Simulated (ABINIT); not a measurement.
**TiTe2: optical spectrum with LDA**

TiTe2:

```xyz
3
Lattice="3.7770 0.0000 0.0000 -1.8885 3.2710 0.0000 0.0000 0.0000 6.4980" Properties=species:S:1:pos:R:3 pbc="T T T"
Te    0.0000    2.1807    4.7903
Te    1.8885    1.0903    1.7077
Ti    0.0000    0.0000    0.0000
```

```json
{
 "Program": "ABINIT 10.8.3 (patched build)",
 "Task": "optical spectrum",
 "Functional": "LDA",
 "Potentials or basis": "PseudoDojo NC SR LDA v0.4.1 standard",
 "Cutoff": "952 eV",
 "k mesh": "8 × 8 × 4, shifted",
 "Occupations": "fermi-dirac, width 0.05 eV",
 "Spin": "no spin polarisation",
 "Bands in the sums": "28",
 "Broadening (eV)": "0.1",
 "Scissor shift (eV)": "0",
 "Tensor components": "[11, 33]"
}
```

| Property | Result |
| --- | --- |
| Largest force | 0.288 eV/Å |

Forces on the atoms (eV/Å):
```
Te   0.000  0.000  0.288
Te   0.000  0.000 -0.288
Ti   0.000  0.000  0.000
```

Dielectric function (mean over the directions given):
```tsv
energy (eV)	real part	imaginary part
0.33	56.79	27.90
0.76	5.14	46.68
1.31	1.27	18.42
1.74	4.32	9.74
2.29	7.20	13.36
2.83	5.55	14.48
3.27	1.91	11.17
3.81	1.30	9.79
4.25	-0.79	9.03
4.79	-1.52	6.44
5.33	-1.90	5.38
5.77	-0.29	3.54
6.31	1.96	5.45
6.75	1.37	5.95
7.29	-1.55	4.81
7.84	-1.66	5.83
8.27	-2.22	5.52
8.82	-3.23	3.26
9.36	-2.33	3.49
9.80	-2.98	2.24
10.34	-2.40	1.58
10.78	-1.96	1.10
11.32	-1.68	0.98
11.86	-1.49	0.78
12.30	-1.34	0.60
12.84	-1.03	0.46
13.28	-0.89	0.36
13.82	-0.71	0.15
14.37	-0.50	0.09
14.80	-0.35	0.06
15.35	-0.21	0.03
15.89	-0.08	0.03
16.33	0.00	0.02
16.87	0.10	0.02
17.31	0.15	0.02
17.85	0.23	0.02
18.39	0.29	0.02
18.83	0.33	0.02
19.38	0.38	0.01
19.92	0.43	0.01
```

It took 4.8 min on 1 thread of Intel(R) Xeon(R) 6975P-C (Granite Rapids) (shared host), peak memory 0.76 GiB.

Caveat: the intraband (Drude) term is left out; spectra need much finer meshes, so this one isn't converged; independent-particle spectra lack excitons. The run has no spin-orbit coupling, so splittings on Te are missing.
